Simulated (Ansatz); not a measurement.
# WC: the cost of one run

Program: Ansatz 0.2.0. Level of theory: DFT PBEsol, scalar-relativistic, plane waves, PAW. These are calculated values, not measurements.

1 further run of the same task is left out (set aside as unsound or not needed).

### 1 The system as given

Symmetry: P-6m2, No. 187, hexagonal system. The conventional cell has a = 2.901 Å, b = 2.901 Å, c = 2.829 Å, α = 90.00°, β = 90.00°, γ = 120.00°. W (site symmetry -6m2) is surrounded by 6 C at 2.19 Å. Around C (site symmetry -6m2) lie 6 W at 2.19 Å.

Structure file:

```
CELL_PARAMETERS angstrom
2.90050 0.00000 0.00000
-1.45025 2.51191 0.00000
0.00000 0.00000 2.82900
ATOMIC_POSITIONS crystal
W 0.00000 0.00000 0.00000
C 0.66667 0.33333 0.50000
```

The structure comes from the Crystallography Open Database.

### 2 A distortion that keeps the symmetry

What differs from the listed cell: strain xx, yy, zz, yz, xz, xy = +3.8, +3.8, +5.3, +0.0, +0.0, +0.0 %.

input.yaml

```yaml
crystal:
  lattice:
    - [3.011561636, 0.0, 0.0]
    - [-1.505780818, 2.6080888818, 0.0]
    - [0.0, 0.0, 2.97975741]
  atoms:
    - { symbol: W, position: [0.0, 0.0, 0.0] }
    - { symbol: C, position: [0.6666666667, 0.3333333333, 0.5] }
basis:
  ecutwfc: 420
kpoints:
  mp_grid: { grid: [18, 18, 14] }
hamiltonian:
  xc: pbesol
scf:
  occupations: { method: gaussian, width: 0.1 }
output:
  forces: true
  stress: true
  eigenvalues: true
  populations: true
```

Launch:

```console
> ansatz run input.yaml --threads 1 --pin off --max-ram 1331MiB --backend cpu --events-out ev --progress --plain --runs-dir out
```

What time and memory should one allow on 1 thread of an Arm CPU, shared host?

About 12 s, with a peak of 0.37 GiB.
